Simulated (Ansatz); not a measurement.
# BaS: band gap under strain

How does strain move the band edges of BaS (rocksalt), and do the functionals agree on it? States: +5.0 % strain along z alone; +5.0 % equal strain in all directions; +3.0 % strain along x alone.

Code: Ansatz 0.2.0. PAW datasets, plane waves. Spin-unpolarised throughout; all numbers are computed.

### Step 1. The structure to begin with

The unstrained cell was relaxed with r2SCAN; in each strained cell the atoms were relaxed again with r2SCAN. Names of k-points are those of the unstrained zone, where strain can split equivalent points. First state: +5.0 % strain along z alone.

It is tetragonal, I4/mmm (No. 139); a = 4.542 Å, c = 6.745 Å in the conventional setting, 34.79 Å³ an atom. Ba has 6 S at 3.21–3.37 Å; S has 6 Ba at 3.21–3.37 Å.

The structure in full:

```
CELL_PARAMETERS angstrom
0.00000 3.21180 3.37239
3.21180 0.00000 3.37239
3.21180 3.21180 0.00000
ATOMIC_POSITIONS crystal
Ba 0.00000 0.00000 0.00000
S 0.50000 0.50000 0.50000
```

From earlier runs on the unstrained cell: PBE 2.23 eV, r2SCAN 2.58 eV, HSE06 3.14 eV, G0W0 3.47 eV (on its mesh); a = 6.424 Å.

### Step 2. +5.0 % strain along z alone: PBE

input.yaml

```yaml
crystal:
  lattice:
    - [0.0, 3.2117958753, 3.3723856691]
    - [3.2117958753, 0.0, 3.3723856691]
    - [3.2117958753, 3.2117958753, 0.0]
  atoms:
    - { symbol: Ba, position: [0.0, 0.0, 0.0] }
    - { symbol: S, position: [0.5, 0.5, 0.5] }
kpoints:
  mp_grid: { grid: [8, 8, 8] }
  band_path:
    path:
      - [0.0, 0.0, 0.0]
      - [0.5, 0.0, 0.5]
      - [0.625, 0.25, 0.625]
      - [0.375, 0.375, 0.75]
      - [0.5, 0.5, 0.5]
      - [0.5, 0.25, 0.75]
      - [0.0, 0.5, 0.5]
    npoints: 1
hamiltonian:
  xc: pbe
scf:
  occupations: { method: fermi_dirac, width: 0.02 }
  n_extra_bands: 4
output:
  forces: true
  stress: true
  eigenvalues: true
```

Started as:

```bash
ansatz run input.yaml --threads 4 --pin off --max-ram 4608MiB --backend cpu --events-out ev --progress --plain --runs-dir out
```

After this run come: +5.0 % strain along z alone: r2SCAN; +5.0 % strain along z alone: HSE06; +5.0 % strain along z alone: G0W0@PBE; +5.0 % equal strain in all directions: PBE; +5.0 % equal strain in all directions: r2SCAN; +5.0 % equal strain in all directions: HSE06; +5.0 % equal strain in all directions: G0W0@PBE; +3.0 % strain along x alone: PBE; +3.0 % strain along x alone: r2SCAN; +3.0 % strain along x alone: HSE06; +3.0 % strain along x alone: G0W0@PBE.

Q: Predict the outcome of this session.

As calculated:

Least gap in eV (negative: overlap), with the change from the unstrained cell in brackets. G0W0 is on its own coarse mesh.

| state | volume change (%) | PBE | r2SCAN | HSE06 | G0W0 |
| --- | --- | --- | --- | --- | --- |
| +5.0 % strain along z alone | +5.0 | 2.25 (+0.02) | 2.59 (+0.01) | 3.16 (+0.02) | 3.51 (+0.04) |
| +5.0 % equal strain in all directions | +15.8 | 2.38 (+0.15) | 2.72 (+0.14) | 3.28 (+0.14) | 3.67 (+0.20) |
| +3.0 % strain along x alone | +3.0 | 2.24 (+0.01) | 2.58 (+0.00) | 3.15 (+0.01) | 3.49 (+0.02) |

What this shows: The largest move of the HSE06 gap in the table is +0.141 eV, under +5.0 % equal strain in all directions. PBE and HSE06 differ by 0.91 eV on the unstrained gap, and by at most 0.01 eV on its change: PBE follows the response to strain far better than the gap itself. Spin-orbit coupling is left out of the table, though the cell holds Ba (Z = 56). G0W0 here is at a finite number of bands, screening cutoff and k mesh, not at the basis limit.
